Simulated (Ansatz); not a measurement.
# C(111) with Li on 25 % of the top atoms and H on the rest: bands and core levels, part 2 of 4

Wanted: the XPS lines and the band structure of C(111) with Li on 25 % of the top atoms and H on the rest.

Ansatz 0.2.0; DFT, PBE, plane-wave PAW, default files, scalar-relativistic.

So far, gap on the k-mesh (eV): step 2 (relaxing the atoms) 0.332.

### Step 3. Bands by layer

This is the main run. States are solved along the surface zone's path and weighed by where they lie along the normal, since photoemission sees the top layers. The cell holds 4 small cells, so the bands are unfolded.

input.yaml

```yaml
crystal:
  lattice:
    - [5.044499777, 0.0, 0.0]
    - [2.5222498885, 4.3686649563, 0.0]
    - [0.0, 0.0, 21.7336689229]
  atoms:
    - { symbol: Li, position: [0.0, 0.0, 0.68192609] }
    - { symbol: H, position: [0.5007707722, -0.0015415444, 0.6367621776] }
    - { symbol: H, position: [-0.0015415444, 0.5007707722, 0.6367621776] }
    - { symbol: H, position: [0.5007707722, 0.5007707722, 0.6367621776] }
    - { symbol: C, position: [0.0, 0.0, 0.5860873738] }
    - { symbol: C, position: [0.5005142481, -0.0010284962, 0.5851650435] }
    - { symbol: C, position: [-0.0010284962, 0.5005142481, 0.5851650435] }
    - { symbol: C, position: [0.5005142481, 0.5005142481, 0.5851650435] }
    - { symbol: C, position: [0.8347657689, 0.3304684622, 0.5637303144] }
    - { symbol: C, position: [0.3333333333, 0.3333333333, 0.5634464887] }
    - { symbol: C, position: [0.8347657689, 0.8347657689, 0.5637303144] }
    - { symbol: C, position: [0.3304684622, 0.8347657689, 0.5637303144] }
    - { symbol: C, position: [0.8332914829, 0.3334170341, 0.4914979003] }
    - { symbol: C, position: [0.3333333333, 0.3333333333, 0.4916628826] }
    - { symbol: C, position: [0.8332914829, 0.8332914829, 0.4914979003] }
    - { symbol: C, position: [0.3334170341, 0.8332914829, 0.4914979003] }
    - { symbol: C, position: [0.1665952367, 0.1665952367, 0.4681158214] }
    - { symbol: C, position: [0.6668095266, 0.1665952367, 0.4681158214] }
    - { symbol: C, position: [0.1665952367, 0.6668095266, 0.4681158214] }
    - { symbol: C, position: [0.6666666667, 0.6666666667, 0.4680564015] }
    - { symbol: C, position: [0.1666666667, 0.1666666667, 0.396842895] }
    - { symbol: C, position: [0.6666666667, 0.1666666667, 0.396842895] }
    - { symbol: C, position: [0.1666666667, 0.6666666667, 0.396842895] }
    - { symbol: C, position: [0.6666666667, 0.6666666667, 0.396842895] }
    - { symbol: C, position: [0.0, 0.0, 0.373153747] }
    - { symbol: C, position: [0.5, 0.0, 0.373153747] }
    - { symbol: C, position: [0.0, 0.5, 0.373153747] }
    - { symbol: C, position: [0.5, 0.5, 0.373153747] }
    - { symbol: H, position: [0.0, 0.0, 0.322080916] }
    - { symbol: H, position: [0.5, 0.0, 0.322080916] }
    - { symbol: H, position: [0.0, 0.5, 0.322080916] }
    - { symbol: H, position: [0.5, 0.5, 0.322080916] }
kpoints:
  mp_grid: { grid: [6, 6, 1] }
scf:
  occupations: { method: fermi_dirac, width: 0.02 }
  n_extra_bands: 23
hamiltonian:
  xc: pbe
  pseudopotentials: { kind: paw }
output:
  forces: true
  write_potential: true
  volumetric_format: []
  dos:
    projected:
      site_lists:
        adsorbate: [0, 1, 2, 3]
        layer_1: [4, 5, 6, 7]
        layer_2: [8, 9, 10, 11]
        layer_3: [12, 13, 14, 15]
        middle: [16, 17, 18, 19]
        other_layers: [20, 21, 22, 23, 24, 25, 26, 27, 28, 29, 30, 31]
    de: 0.05
    e_range: [-30, 12]
    method: { smearing: { sigma: 0.12, scheme: gaussian } }
  eigenstates:
    kpoints:
      - [0.33333333, -0.33333333, 0.0]
      - [0.25, -0.375, 0.0]
      - [0.16666667, -0.41666667, 0.0]
      - [0.08333333, -0.45833333, 0.0]
      - [0.0, 0.5, 0.0]
      - [-0.08333333, 0.45833333, 0.0]
      # [... 29 more points ...]
      - [0.25, 0.5, 0.0]
      - [0.29166667, -0.41666667, 0.0]
    e_range: [-8.0, 6.0]
    unfold:
      supercell_matrix: [[2, 0, 0], [0, 2, 0], [0, 0, 1]]
      layers:
        axis: 3
        edges: [0.138035, 0.424663, 0.424763, 0.575143, 0.575243, 0.865969]
efield:
  axis: 3
  dipole_correction: true
```

The run is started by

```bash
$ ansatz run input.yaml --threads 4 --pin off --max-ram 11264MiB --backend cpu --events-out ev --progress --plain --runs-dir out
```

Numbers of over 12 decimals in the logs are rounded to 6 here.

The program printed:

```text
[...]
Crystal: 32 atoms, lattice volume = 478.961 Å³
Basis set: ecut = 420 eV, 9439 PW (Γ), exchange–correlation on 72×72×300 points (8 copies of the dense FFT grid, shifted against one another)
Bands: 76, of which v1, the nominal top of the filled ones, is band 53 counted from 1 (52 counted from 0)
Symmetry: 6 space group operations
[...]
k-points: 7 of 36 (time reversal used)
[...]
SCF iter   1: F=—  HF=-6335.778191 eV  |F-HF|=—  |Δ(HF+E_count)|=         —  Δρ=4.58e-3  dr2=1.08e0  ethr=1.77e-3  p=0.155 e·Å  D=5.85e-2 V/Å  ΔV_dip=-1.27 eV  dr2_dipole=4.24e-2  V_vac-E_F(+/−)=3.00/4.28 eV  ⟨swp⟩=17.6  Hψ=4346  notcnv=0  defer=75
[...]
SCF iter  11: F=-6335.605516 eV  HF=-6335.605516 eV  |F-HF|=8.21e-9  |Δ(HF+E_count)|=   6.64e-8  Δρ=2.24e-6  dr2=4.07e-8  ethr=9.43e-11  p=0.160 e·Å  D=6.06e-2 V/Å  ΔV_dip=-1.32 eV  dr2_dipole=5.25e-10  V_vac-E_F(+/−)=2.03/3.35 eV  ⟨swp⟩=32.6  Hψ=6111  notcnv=0
[...]
SCF 1 converged in 11 iterations: F = -6335.605516 eV  dr2 = 4.07e-8
[...]
NSCF: frozen V_eff on 37 k-points
efield: sawtooth ramp at fractional position 0.9520 (kept from the solve that this one continues, or follows in the run), width 0.1000; the density the first Hamiltonian is built on has a dipole p = 0.160 e·Å; the dipole correction subtracts the counter field D = 6.06e-2 V/Å, which shifts the + side's vacuum level by -1.32 eV against the − side's; the planar-averaged density in the ramp window peaks in size at 4.1e-5 e/Å³
[...]
SCF converged after 11 iterations
Free energy (F): -6335.605516 eV
[...]
Internal energy: -6335.605507 eV  (E = F + TS)
E sigma→0 (E₀):  -6335.605512 eV
Entropy (-TS):   -0.000008 eV (-0.000 meV/atom)
Fermi energy:    2.169614 eV
Dipole field:    D = 0.060635 V/Å  (p = 0.160495 e·Å, saw-weighted, corrected)
Work function:   Φ+ = 2.0311 eV   Φ− = 3.3498 eV
[...]
--- Forces (eV/Å), atoms counted from 1 ---
  atom   1  Li     0.00000000     0.00000000    -0.00041079
  atom   2  H      0.00000000     0.00064705     0.00014508
  atom   3  H      0.00056036    -0.00032352     0.00014508
  atom   4  H     -0.00056036    -0.00032352     0.00014508
  atom   5  C      0.00000000     0.00000000    -0.01247665
  atom   6  C      0.00000000    -0.00389203    -0.00753493
  atom   7  C     -0.00337059     0.00194601    -0.00753493
  atom   8  C      0.00337059     0.00194601    -0.00753493
  atom   9  C     -0.00000000     0.00169300    -0.00086726
  atom  10  C      0.00000000    -0.00000000    -0.00411083
  atom  11  C     -0.00146618    -0.00084650    -0.00086726
  atom  12  C      0.00146618    -0.00084650    -0.00086726
  atom  13  C      0.00000000     0.00225793    -0.00145018
  atom  14  C     -0.00000000     0.00000000     0.00029912
  atom  15  C     -0.00195543    -0.00112897    -0.00145018
  atom  16  C      0.00195543    -0.00112897    -0.00145018
  atom  17  C      0.00037277     0.00021522     0.00614677
  atom  18  C     -0.00037277     0.00021522     0.00614677
  atom  19  C      0.00000000    -0.00043043     0.00614677
  atom  20  C      0.00000000    -0.00000000     0.00845383
  atom  21  C      0.01627628     0.00939712    -0.90667102
  atom  22  C     -0.01627628     0.00939712    -0.90667102
  atom  23  C     -0.00000000    -0.01879423    -0.90667102
  atom  24  C     -0.00000000     0.00000000    -0.95351982
  atom  25  C      0.00000000    -0.00000000     0.81283618
  atom  26  C      0.00000000     0.00222424     0.79538722
  atom  27  C      0.00192625    -0.00111212     0.79538722
  atom  28  C     -0.00192625    -0.00111212     0.79538722
  atom  29  H      0.00000000     0.00000000     0.12392038
  atom  30  H      0.00000000    -0.00013346     0.12310368
  atom  31  H     -0.00011558     0.00006673     0.12310368
  atom  32  H      0.00011558     0.00006673     0.12310368
  max |Σ_I F_I| component: 2.31e-4 eV/Å
--- Band table (eV; the first three rows and the last of 7) ---
  k-point 0: bands = [... 49 lower, 0.8908, 1.5017, 1.8997, 1.8997, 2.3269, 4.2181, 4.8183, 5.6782, ... 19 higher]
  k-point 1: bands = [... 49 lower, 0.5790, 1.1706, 1.6206, 1.6395, 2.4435, 4.4192, 4.9659, 5.7571, ... 19 higher]
  k-point 2: bands = [... 49 lower, -0.1583, 0.0303, 0.9834, 1.8100, 2.8179, 4.6841, 5.0330, 5.4069, ... 19 higher]
  k-point 6: bands = [... 49 lower, -0.6009, 0.0913, 0.1358, 1.9950, 3.8436, 4.2169, 4.2241, 6.5279, ... 19 higher]
```

It took 87 s on 4 threads of Arm Neoverse V1, shared host; peak memory 1.7 GiB.

This step gave:

```
Fermi energy                                                        : 2.170 eV
zero of energy                                                      : valence-band maximum
share of occupied states in no projected shell                      : 0.0037 of the occupied states in the window
ionisation potential, upper face                                    : 2.206 eV
upper vacuum level less the lowest empty level (Kohn–Sham affinity) : 1.874 eV
```

A(k,E), total over k along the path and E. Zero: valence-band maximum.

Values in eV⁻¹, 12 rows by 16 columns, each cell a mean:
```
0.1 0.5 0.8 0.9 1.0 1.0 1.5 1.3 1.0 1.6 1.8 1.1 1.2 0.7 0.5 0.0
0.0 0.2 0.2 1.2 1.0 0.8 0.6 0.8 0.9 1.5 0.5 0.4 0.6 0.3 0.0 0.0
0.0 0.1 0.6 0.2 1.2 1.5 1.2 1.2 1.7 0.5 0.4 0.4 0.0 0.0 0.1 0.0
0.0 0.0 0.1 0.6 0.2 0.4 0.8 0.7 0.2 0.5 0.4 0.0 0.0 0.0 0.0 0.0
0.0 0.0 0.0 0.0 0.7 0.7 0.7 0.6 0.7 0.5 0.0 0.0 0.0 0.0 0.0 0.0
0.2 0.2 0.2 0.3 0.3 1.2 2.3 2.2 0.8 0.3 0.2 0.2 0.2 0.2 0.2 0.2
0.0 0.0 0.1 0.5 1.0 2.0 2.1 1.9 1.4 0.8 0.1 0.0 0.0 0.0 0.0 0.0
0.1 0.2 0.7 0.6 1.7 2.3 2.0 2.2 2.1 1.4 1.6 1.2 0.8 0.2 0.2 0.1
0.2 0.8 0.3 1.2 1.7 0.9 0.1 0.3 1.6 1.3 1.1 1.1 1.2 1.5 0.7 0.2
2.4 1.3 1.7 2.0 1.9 0.7 0.7 0.7 1.1 1.5 1.5 1.5 1.4 1.2 0.9 2.2
0.7 1.1 1.5 1.1 0.7 0.1 0.1 0.1 0.2 0.8 0.9 1.1 1.4 1.6 2.1 0.8
0.3 1.6 1.6 1.5 0.2 0.0 0.0 0.0 0.0 0.7 0.7 0.3 1.1 1.3 1.0 0.3
```
Columns: k along the path (Å⁻¹) from 0 to 3.93; rows upwards: E (eV) from -7.53 to 5.88.

A(k,E), top over k along the path and E. Zero: valence-band maximum.

Ten even steps from '_' (0.00 eV⁻¹) to '@' (1.29 eV⁻¹), each cell a mean:
```
__..--..::::..::..::__::::::......::--::==..--::--==**--____
____----__--....::__::::::::::....--..++....________________
____________==..::--..________----__--..__..++##++..________
____..++**____==::__::--------..__++::__::%%::____....______
________====____--::__________..--______%%__________________
__________++--____--==::..::--==..____##____________________
____________**::________::..______::%%::____________________
______________%%++______________..@@--______________________
________________++@@**--..::++####__________________________
..............::::....**@@%%::..::......______________......
__________________..**##++**##==..______............________
__________________..::==++++::....__________________________
__________......::::++--....--==::....______________________
..____....____..--==::::..::::::--::..::..________________..
______..______::......________::::....__..::--::::....______
____________::..::..____________..::..--::______......______
..::......------::..____________::..::....::::::..__..::::..
++==--__..::::::--::..______....::--....::::..__....____::++
......::::..__..____..::::::..__..__..____..::--::----::::..
______::::..::..__________________......::::..__..::==--____
____..::..--::______________________....______::::::________
__..------....______________________..::____......__::....__
```
Columns: k along the path (Å⁻¹) from 0 to 3.93; rows upwards: E (eV) from -7.53 to 5.88.

A(k,E), middle over k along the path and E. Zero: valence-band maximum.

Ten even steps from '_' (0.00 eV⁻¹) to '@' (2.11 eV⁻¹), each cell a mean:
```
__________________________________::::--__..==++==....______
______________________________________..::::________________
____________________________________________________________
____________________________________________________________
____________________________________________________________
____________________________________________________________
____________________________________________________________
____________________________________________________________
____________________________________________________________
______________________--**++________________________________
____________________++++..==##--____________________________
________________..==----====::::--..________________________
__________..::----==++--++----==--==--______________________
________......::==**==@@**@@##==--::--++--__________________
______....____----::++..____::++==......==++**++==..________
____....____--------::______::::==++..::::......::--::..____
..--......==========__________------**::..::::::..::::----..
%%++--..--==--::==--..________..::--::====::..__....__..--%%
......--==::..::::____..::....__--__......++****--::::--==..
__....::::..::==::________________--..::::::::..--==++--____
____::::::------____________________....____..====**..______
__..------::++____________________..--..____....____==....__
```
Columns: k along the path (Å⁻¹) from 0 to 3.93; rows upwards: E (eV) from -7.53 to 5.88.

A(k,E), bottom over k along the path and E. Zero: valence-band maximum.

Ten even steps from '0' (0.00 eV⁻¹) to '9' (1.38 eV⁻¹), each cell a mean:
```
000033002302221133343233311000
000005300022322200064200000000
000000660000000003820000000000
000000039200101058100000000000
000000001886239830000000000000
000000000013641100000000000000
000000000000000000000000000000
000000000000000000000000000000
000000000000000000000000000000
000000000002540000000000000000
000000000045236300000000000000
000000001337994230000000000000
000000223595336733200000000000
000001124745355454342000000000
000120033230001442313454310000
001100424310001124265111332100
021226554200000152422455322420
775134435311001235234321320136
731343132012331121211356464377
022442431000000003233321237610
002325310000000000210014661100
026663300000000001230022104210
```
Columns: k along the path (Å⁻¹) from 0 to 3.93; rows upwards: E (eV) from -7.53 to 5.88.

Peaks of A(k,E) at the labelled points: for each region the eleven nearest the zero at most, each over 6 % of that point's highest, less those above the energy where the solved bands run out; weight and spread sum the levels within three half widths or 0.3 eV, so near peaks share levels. Peaks of the spectral function, the first 40 of 113 rows:

```
point  weight on  E (eV)  A (1/eV)  weight near the peak  rms spread of levels (eV)
    K      total   -7.17     0.463                 0.098                      0.113
    K      total   -6.47     0.454                 0.071                      0.021
    K      total   -5.91     0.582                 0.079                      0.002
    K      total   -5.31     5.295                 0.801                          0
    K      total   -5.01     7.058                 2.851                      0.192
    K      total   -4.81      6.15                 2.663                      0.165
    K      total   -4.57     4.211                 1.453                      0.115
    K      total   -2.61     0.835                 0.134                          0
    K      total   -0.01     1.125                 0.178                          0
    K        top   -6.47     0.185                  0.03                      0.019
    K        top   -5.91      0.21                 0.031                      0.001
    K        top   -5.31     0.608                 0.091                          0
    K        top   -4.99     0.517                 0.291                       0.08
    K        top   -4.81     1.393                 0.522                      0.153
    K        top   -4.57     1.515                 0.431                      0.116
    K        top   -2.61     0.562                 0.091                          0
    K        top   -0.01      0.81                 0.129                          0
    K        top    1.85     0.118                 0.018                          0
    K        top    2.23     0.225                 0.036                      0.004
    K        top    4.53      0.13                  0.03                      0.078
    K     middle   -7.17     0.268                 0.058                      0.116
    K     middle   -5.31       0.7                 0.088                          0
    K     middle   -5.01     3.784                  1.33                      0.135
    K     middle   -4.81     4.056                 1.447                      0.144
    K     middle   -4.57     1.508                 0.781                      0.104
    K     middle   -2.61     0.253                  0.04                          0
    K     middle   -0.01     0.305                 0.048                          0
    K     bottom   -5.31     3.986                 0.621                          0
    K     bottom   -5.01     2.759                 1.137                      0.171
    K     bottom   -4.81     0.698                 0.693                      0.183
    K     bottom   -4.57     1.186                  0.24                      0.102
    Γ      total   -5.21     5.273                 0.827                      0.006
    Γ      total   -2.05     17.42                 2.746                      0.004
    Γ      total   -1.11     12.81                 1.997                          0
    Γ      total   -0.49     3.281                 0.475                          0
    Γ      total   -0.09     12.41                 1.999                          0
    Γ      total    0.33     5.557                 0.842                          0
    Γ      total    2.21     6.216                 0.994                          0
    Γ      total    2.81     6.234                 0.996                          0
    Γ      total    3.67     6.184                 0.992                          0
```

The DOS has structure finer than the step of the table below, so its rows give means over 1 eV, whole bins alone (the curve runs from -22.3 to 6.70 eV). Peaks (eV: height): total -6.1: 13.5, -5.1: 13.3, -4.8: 14.2, 5.6: 12.5; C 2p -6.1: 11.8, -5.1: 10.6, -4.8: 12.4, -3.0: 9.84; C 2s -18.4: 3.18, -15.9: 3.42, -15.6: 4.16, -14.6: 5.33; H 1s -5.1: 1.54, -4.5: 1.84, -2.1: 0.978, 5.6: 1.16; Li 2s -0.2: 1.06, 0.8: 1.13, 1.3: 1.57, 2.3: 0.342.

* holds the states left over by the projection beside any projected weight of its own. DOS against E, zero at the valence-band maximum; means over each step; values in states/eV/cell:

```
E (eV)   total     C 2p    C 2s     H 1s    Li 2s   Li 2p*
   -21  0.0481  0.00501  0.0410  0.00144   2.8e-4        0
   -20    1.04    0.203   0.796   0.0244  0.00405        0
   -19    1.68    0.491    1.12   0.0464  0.00538        0
   -18    2.53    0.855    1.58   0.0755  0.00514        0
   -17    2.93     1.08    1.75   0.0796  0.00344        0
   -16    4.50     1.67    2.65    0.136  0.00377        0
   -15    4.18     1.59    2.44    0.121  0.00159        0
   -14    3.34     1.31    1.90    0.117   7.5e-4        0
   -13    3.05     1.33    1.56    0.146   3.6e-4        0
   -12    4.15     2.53    1.40    0.194  0.00151   0.0247
   -11    5.74     3.71    1.70    0.285  0.00270   0.0440
   -10    4.70     2.96    1.48    0.243  0.00153   0.0274
    -9    3.16     2.10   0.785    0.247  0.00406   0.0216
    -8    8.01     6.19    1.05    0.705  0.00549   0.0515
    -7    6.75     5.51   0.731    0.476  0.00365   0.0301
    -6    9.77     8.51   0.641    0.582  0.00197   0.0332
    -5    11.2     9.33   0.618     1.17   0.0175   0.0366
    -4    9.42     8.44   0.341    0.603  0.00788   0.0253
    -3    8.22     7.61   0.193    0.398  0.00462   0.0210
    -2    5.58     4.97   0.133    0.432   0.0232   0.0251
    -1    1.66     1.58  0.0356  0.00796   0.0288  0.00796
     0    2.65     1.83   0.131   0.0420    0.549   0.0943
     1    1.53    0.288  0.0501   0.0230    0.793    0.374
     2    1.55    0.122  0.0504    0.134    0.222     1.03
     3    3.18    0.269   0.116    0.381   0.0715     2.35
     4    4.55    0.375   0.203    0.477   0.0232     3.47
     5    5.78    0.828   0.529    0.632   0.0163     3.77
     6    10.1     2.43    1.36    0.769   0.0131     5.55
```

[end of part 2 of 4]

[Logs are printed without paths, hosts, clocks, repeated set-up lines and the standing remarks that a program may print on its own settings, such as how far it seeks lower states.]

[Hosts, paths, dates, database ids (printed as entryN), source tags and the programs' standing remarks are cut or masked in the printed files.]

[Maps of the electrostatic potential energy from Ansatz leave out the sawtooth potential of an applied field or a dipole correction, so their vacuum need not be flat; work functions include it.]
